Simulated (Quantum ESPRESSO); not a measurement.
FeO in Quantum ESPRESSO: the effect of functional

The system is FeO.

```
CELL_PARAMETERS angstrom
2.61247 0.00000 0.00000
0.00000 2.61247 0.00000
0.00000 0.00000 2.61247
ATOMIC_POSITIONS crystal
Fe 0.00000 0.00000 0.00000
O 0.50000 0.50000 0.50000
```

The cell comes from a database or a generator and needn't be the stable form of this composition.

Alike in all runs:

```yaml
Program: Quantum ESPRESSO 7.5
Task: single point
Potentials_or_basis: PseudoDojo 0.4.1 SR PBE standard
Cutoff: 1225 eV
Density_cutoff: 4898 eV
k_mesh: 7 × 7 × 7
Occupations: gaussian, width 0.05 eV
Spin: collinear spin, ferromagnetic start
Starting_moments: "[4.0, 0.0] μB"
Hubbard_terms: Fe d U = 3 eV
```

| functional | pressure (GPa) |
| --- | --- |
| LDA | -5.3 |
| PBEsol | 2.4 |
| PBE | 11.9 |
| revPBE | 16.3 |
| RPBE | ? |
| PW91 | 11.4 |

Question: What does the run with functional RPBE give?

Answer: Pressure 17.9 GPa.

Caveats: a cell with one magnetic atom can't hold antiferromagnetic order, which such compounds often take; the potentials were made for another functional, which shifts forces and pressure (some runs).
